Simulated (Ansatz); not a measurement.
System: AlP (zinc blende type), 2 atoms in the cell.

```
Al P
1.0
     0.00000    2.75500    2.75500
     2.75500    0.00000    2.75500
     2.75500    2.75500    0.00000
Al P
1 1
Cartesian
  0.0000 0.0000 0.0000
  1.3775 1.3775 1.3775
```

Code and potentials: Ansatz all-electron PAW datasets made for this crystal, 180 eV. Settings: k-mesh 6×6×6 Γ-centred; Fermi–Dirac smearing of 0.02 eV; no spin polarisation. For HSE06: exchange singularity: regularized.

Plain PBE gives:

- Pressure: -0.11 GPa
- Gap on the mesh: 1.63 eV

Task: What changes under HSE06 (220 eV)?

Result: The pressure goes down by 1.52 GPa to -1.63 GPa; the gap increases by 0.684 eV to 2.315 eV.

Task: What changes under r²SCAN (200 eV)?

Result: The pressure falls by 1.37 GPa to -1.48 GPa; the gap goes up by 0.32 eV to 1.95 eV.

The stress includes the program's correction for the finite plane-wave basis.

A gap read on the mesh is an upper bound of this method's gap, since the mesh can miss a band edge. Semilocal functionals give gaps that mostly lie well below measured ones.
